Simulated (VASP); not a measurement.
# Hf (Im-3m) in VASP: a series of runs

Runs on Hf. Level: PBEsol. Tasks: relaxation of cell and atoms.

Everything below comes from runs of VASP 6.6.1. Logs are shortened: lines on timing, memory, paths and dates and some standing lists are left out, and cuts for length are marked.

### Step 1. The structure

It takes space group Im-3m (No. 229, cubic). Conventional cell: a = 3.168 Å, b = 3.168 Å, c = 3.168 Å, α = 90.00°, β = 90.00°, γ = 90.00°. Around Hf (site symmetry m-3m) lie 8 Hf at 2.74 Å.

This isn't the form of Hf at room conditions, which is hcp.

### Step 2. Relaxation of cell and atoms, PBEsol, target pressure 30 GPa, at which the enthalpy is minimised

Input file INCAR:

```
SYSTEM = Hf
ALGO = Normal
EDIFF = 1E-7
EDIFFG = -0.002
ENCUT = 520
GGA = PS
IBRION = 2
ISIF = 3
ISMEAR = 0
LASPH = .True.
LCHARG = .False.
LREAL = .False.
LWAVE = .False.
NELM = 60
NSW = 80
PREC = Accurate
PSTRESS = 300.0
SIGMA = 0.1
```

Input file KPOINTS:

```
k-points
0
Gamma
  6 6 6
  0 0 0
```

Input file POSCAR:

```
Hf                                      
1.0
   -1.5841503491      1.5841503491      1.5841503491
    1.5841503491     -1.5841503491      1.5841503491
    1.5841503491      1.5841503491     -1.5841503491
  Hf            
     1
Direct
     0.0000000000000000    0.0000000000000000    0.0000000000000000
```

Potentials or basis: VASP PAW PBE potentials, release 64 (Hf_pv).

Launch:

```console
$ cat potpaw_PBE.64/Hf_pv/POTCAR > POTCAR
$ mpirun -np 1 vasp_std > vasp.out
```

OUTCAR:

```text
SYSTEM = Hf
   EDIFF = 1E-7
   EDIFFG = -0.002
   ENCUT = 520
   GGA = PS
   IBRION = 2
   ISIF = 3
   ISMEAR = 0
   LASPH = .True.
   LREAL = .False.
   NELM = 60
   NSW = 80
   PREC = Accurate
   PSTRESS = 300.0

 ion  position               nearest neighbor table
   1  0.000  0.000  0.000-

  LATTYP: Found a body centered cubic cell.
 ALAT       =     3.1683006982

  Lattice vectors:

 A1 = (  -1.5841503491,   1.5841503491,   1.5841503491)
 A2 = (   1.5841503491,  -1.5841503491,   1.5841503491)
 A3 = (   1.5841503491,   1.5841503491,  -1.5841503491)

Analysis of symmetry for initial positions (statically):
=====================================================================
 Subroutine PRICEL returns:
 Original cell was already a primitive cell.

 Routine SETGRP: Setting up the symmetry group for a
 body centered cubic supercell.

 Subroutine GETGRP returns: Found 48 space group operations
 (whereof 48 operations were pure point group operations)
 out of a pool of 48 trial point group operations.

The static configuration has the point symmetry O_h .

Analysis of symmetry for dynamics (positions and initial velocities):
=====================================================================
 Subroutine PRICEL returns:
 Original cell was already a primitive cell.

 Routine SETGRP: Setting up the symmetry group for a
 body centered cubic supercell.

 Subroutine GETGRP returns: Found 48 space group operations
 (whereof 48 operations were pure point group operations)
 out of a pool of 48 trial point group operations.

The dynamic configuration has the point symmetry O_h .

 Subroutine INISYM returns: Found 48 space group operations
 (whereof 48 operations are pure point group operations),
 and found     1 'primitive' translations

----------------------------------------------------------------------------------------

                                     Primitive cell

  volume of cell :      15.9019

  direct lattice vectors                    reciprocal lattice vectors
    -1.584150349  1.584150349  1.584150349     0.000000000  0.315626607  0.315626607
     1.584150349 -1.584150349  1.584150349     0.315626607  0.000000000  0.315626607
     1.584150349  1.584150349 -1.584150349     0.315626607  0.315626607  0.000000000

  length of vectors
     2.743828891  2.743828891  2.743828891     0.446363429  0.446363429  0.446363429

  position of ions in fractional coordinates (direct lattice)
     0.000000000  0.000000000  0.000000000

  ion indices of the primitive-cell ions
   primitive index   ion index
                 1           1

----------------------------------------------------------------------------------------

 KPOINTS: k-points

Automatic generation of k-mesh.
 Grid dimensions read from file:
 generate k-points for:    6    6    6

 Generating k-lattice:

  Cartesian coordinates                     Fractional coordinates (reciprocal lattice)
     0.000000000  0.052604435  0.052604435     0.166666667  0.000000000  0.000000000
     0.052604435  0.000000000  0.052604435     0.000000000  0.166666667  0.000000000
     0.052604435  0.052604435  0.000000000     0.000000000  0.000000000  0.166666667

  Length of vectors
     0.074393905  0.074393905  0.074393905

  Shift w.r.t. Gamma in fractional coordinates (k-lattice)
     0.000000000  0.000000000  0.000000000

 Subroutine IBZKPT returns following result:
 ===========================================

 Found     16 irreducible k-points:

 Following reciprocal coordinates:
            Coordinates               Weight
  0.000000  0.000000  0.000000      1.000000
  0.166667  0.000000  0.000000     12.000000
  0.333333  0.000000  0.000000     12.000000
  0.500000  0.000000  0.000000      6.000000
  0.166667  0.166667  0.000000     24.000000
  0.333333  0.166667  0.000000     48.000000
[... 8 lines left out ...]
  0.500000  0.500000  0.333333     12.000000
  0.500000  0.500000  0.500000      1.000000
   k-points           NKPTS =     16   k-points in BZ     NKDIM =     16   number of bands    NBANDS=      9
   number of dos      NEDOS =    301   number of ions     NIONS =      1
   total plane-waves  NPLWV =   8000
   dimension x,y,z NGX =    20 NGY =   20 NGZ =   20
   dimension x,y,z NGXF=    40 NGYF=   40 NGZF=   40
   ions per type =               1
   NGX,Y,Z   is equivalent  to a cutoff of  12.12, 12.12, 12.12 a.u.
   NGXF,Y,Z  is equivalent  to a cutoff of  24.24, 24.24, 24.24 a.u.
 SYSTEM =  Hf
   PREC   = accura    normal or accurate (medium, high low for compatibility)
   ISTART =      0    job   : 0-new  1-cont  2-samecut
   ICHARG =      2    charge: 1-file 2-atom 10-const
   ISPIN  =      1    spin polarized calculation?
   LNONCOLLINEAR =      F non collinear calculations
   LSORBIT =      F    spin-orbit coupling
   LASPH  =      T    aspherical Exc in radial PAW
   ENCUT  =  520.0 eV  38.22 Ry    6.18 a.u.   5.10  5.10  5.10*2*pi/ulx,y,z
   NELM   =     60;   NELMIN=  2; NELMDL= -5     # of ELM steps
   EDIFF  = 0.1E-06   stopping-criterion for ELM
   LREAL  =      F    real-space projection
   EDIFFG = -.2E-02   stopping-criterion for IOM
   NSW    =     80    number of steps for IOM
   IBRION =      2    ionic relax: 0-MD 1-quasi-New 2-CG
   NFREE  =      1    steps in history (QN), initial steepest desc. (CG)
   ISIF   =      3    stress and relaxation
   ISYM   =      2    0-nonsym 1-usesym 2-fastsym
   POTIM  = 0.5000    time-step for ionic-motion
   TEBEG  =    0.0;   TEEND  =   0.0 temperature during run
   PSTRESS=  300.0 pullay stress
   NELECT =      10.0000    total number of electrons
   NUPDOWN=      -1.0000    fix difference up-down
   EMIN   =  10.00;   EMAX   =-10.00  energy-range for DOS
   EFERMI =   0.00;   METHOD = LEGACY
   ISMEAR =     0;   SIGMA  =   0.10  broadening in eV -4-tet -1-fermi 0-gaus
   EFERMI_NEDOS =   21; number of points for ismear=-14 and -15
   IALGO  =     38    algorithm
   IMIX   =      4    mixing-type and parameters
     AMIX     =   0.40;   BMIX     =  1.00
     AMIX_MAG =   1.60;   BMIX_MAG =  1.00
  volume/ion in A,a.u.               =      15.90       107.31
  Fermi-wavevector in a.u.,A,eV,Ry     =   1.402572  2.650476 26.765485  1.967208
  Thomas-Fermi vector in A             =   2.525320
   LORBIT       =      0    0 simple, 1 ext, 2 COOP (PROOUT), +10 PAW based schemes
   GGA     = PS    functional components
   LHFCALC =     F    Hartree Fock is set to
   AEXX    =    0.0000 exact exchange contribution
   IVDW    =     0    specifies the selected vdW correction
   LEPSILON=     F    determine dielectric tensor
   LRPA    =     F    only Hartree local field effects (RPA)
 conjugate gradient relaxation of ions
 non-spin polarized calculation
 Gauss-broadening in eV      SIGMA  =   0.10
  energy-cutoff  :      520.00
  volume of cell :       15.90
 maximum number of plane-waves:       438
   NGX = 11   NGY = 11   NGZ = 11

--------------------------------------- Ionic step        1  -------------------------------------------

 number of electron      10.0000000 magnetization

 number of electron       9.9999998 magnetization

 Free energy of the ion-electron system (eV)
  ---------------------------------------------------
  ext. energy  EPLUGINS =         0.00000000
  ---------------------------------------------------
  free energy    TOTEN  =        -9.67895306 eV

  energy without entropy =       -9.67111496  energy(sigma->0) =       -9.67503401

------------------------ aborting loop because EDIFF is reached ----------------------------------------

  FORCE on cell =-STRESS in cart. coord.  units (eV):
  Direction    XX          YY          ZZ          XY          YZ          ZX
  --------------------------------------------------------------------------------------
  -------------------------------------------------------------------------------------
  Total        4.9627048      4.9627048      4.9627048     -0.0000000     -0.0000000     -0.0000000
  in kB      500.0113254    500.0113254    500.0113254     -0.0000000     -0.0000000     -0.0000000
  external PRESSURE =     200.0113254 kB  Pullay stress =     300.0000000 kB
[... 90 lines left out ...]
  FREE ENERGIE OF THE ION-ELECTRON SYSTEM (eV)
  ---------------------------------------------------
  free  energy   TOTEN  =       -10.0331610987 eV

  energy  without entropy=      -10.0260070426  energy(sigma->0) =      -10.02958407

  enthalpy is  TOTEN    =        -6.7826614297 eV   P V=        3.2504996690

[... ionic steps 4 to 14 ...]

--------------------------------------- Ionic step       15  -------------------------------------------

 number of electron      10.0000003 magnetization

------------------------ aborting loop because EDIFF is reached ----------------------------------------

  FORCE on cell =-STRESS in cart. coord.  units (eV):
  Direction    XX          YY          ZZ          XY          YZ          ZX
  --------------------------------------------------------------------------------------
  -------------------------------------------------------------------------------------
  Total        3.2446278      3.2446278      3.2446278     -0.0000000     -0.0000000      0.0000000
  in kB      300.7344059    300.7344059    300.7344059     -0.0000000     -0.0000000      0.0000000
  external PRESSURE =       0.7344059 kB  Pullay stress =     300.0000000 kB
[... 59 lines left out ...]
  enthalpy is  TOTEN    =        -6.7828347197 eV   P V=        3.2394520631

--------------------------------------- Ionic step       17  -------------------------------------------

 number of electron      10.0000003 magnetization

 Free energy of the ion-electron system (eV)
  ---------------------------------------------------
  ext. energy  EPLUGINS =         0.00000000
  ---------------------------------------------------
  free energy    TOTEN  =       -10.02063974 eV

  energy without entropy =      -10.01320803  energy(sigma->0) =      -10.01692389

 E-fermi :   6.3263     XC(G=0): -12.6256

 val. band max:        6.2772296754   @ k =   0.5000   0.5000   0.1667
 cond. band min:       6.3746105182   @ k =   0.1667   0.1667   0.0000
 fundamental gap:      0.0973808428
 Fermi energy:         6.3262558893

 k-point     1 :       0.0000    0.0000    0.0000
  band No.  band energies     occupation
      1     -22.4946      2.00000
      2     -22.4946      2.00000
      3     -22.4946      2.00000
      4      -1.4883      2.00000
      5       7.9317      0.00000
      6       7.9317      0.00000
      7       7.9317      0.00000
      8      11.5438      0.00000
      9      11.5438      0.00000
[... 206 lines left out ...]
  FREE ENERGIE OF THE ION-ELECTRON SYSTEM (eV)
  ---------------------------------------------------
  free  energy   TOTEN  =       -10.0206397447 eV

  energy  without entropy=      -10.0132080270  energy(sigma->0) =      -10.01692389

  enthalpy is  TOTEN    =        -6.7828379168 eV   P V=        3.2378018280

 reached required accuracy - stopping structural energy minimisation
```

It took 21 s on 1 thread of AMD EPYC 7R13 (Zen 3), shared host; peak memory 0.1 GiB.

What came out:

| Quantity | Value |
| --- | --- |
| Free energy | -10.0206 eV |
| Relaxed volume | 17.29 Å³/atom |
| Relaxed cell | a = 2.822 Å, b = 2.822 Å, c = 2.822 Å, α = 109.47°, β = 109.47°, γ = 109.47° |
| Space group after relaxing (to 0.05 Å) | Im-3m (No. 229) |
| Energy change on relaxing (the enthalpy is what falls) | -341.7 meV/atom |
| Ionic steps | 17 |
| Pressure after relaxing | 30.0 GPa |
| Band gap on the k mesh | none (metal or under the smearing width) |

Step by step:
```
step  energy change (eV)  largest force (eV/Å)  pressure (GPa)  volume (Å³)
   1              0.0000                0.0000           50.00        15.90
   2             -0.6339                0.0000            0.68        20.92
   3             -0.3542                0.0000           29.18        17.36
   4             -0.3423                0.0000           29.96        17.30
   5             -0.3370                0.0000           30.31        17.27
   6             -0.3372                0.0000           30.29        17.27
   7             -0.3378                0.0000           30.25        17.27
   8             -0.3378                0.0000           30.25        17.27
   9             -0.3379                0.0000           30.25        17.27
  10             -0.3379                0.0000           30.25        17.27
  11             -0.3380                0.0000           30.25        17.27
  12             -0.3382                0.0000           30.25        17.27
  13             -0.3385                0.0000           30.20        17.27
  14             -0.3392                0.0000           30.16        17.28
  15             -0.3406                0.0000           30.07        17.29
  16             -0.3433                0.0000           29.89        17.30
  17             -0.3417                0.0000           29.99        17.29
```

Final structure:
```yaml
crystal:
  lattice:
    - [-1.62902, 1.62902, 1.62902]
    - [1.62902, -1.62902, 1.62902]
    - [1.62902, 1.62902, -1.62902]
  atoms:
    - { symbol: Hf, position: [0.00000, 0.00000, 0.00000] }
```

Levels at points of the mesh, in eV from the Fermi level:
```
           k point  band 3  band 4  band 5  band 6  band 7  band 8
(0.00, 0.00, 0.00)  -28.82   -7.81    1.61    1.61    1.61    5.22
(0.50, 0.00, 0.00)  -28.84   -4.33   -1.13    2.44    5.25    6.53
(0.50, 0.50, 0.50)  -30.08   -3.93   -3.93    8.88    8.88    8.88
```

Caveat: the k mesh is coarse (spacing up to 0.47 Å⁻¹), so the values aren't converged; the cell is relaxed towards a set pressure, so the enthalpy falls and the energy may rise; the PAW data sets were made with another functional, which shifts forces and pressure a little. Zero-point motion and thermal expansion aren't in these numbers.

[end of part 1 of 2]
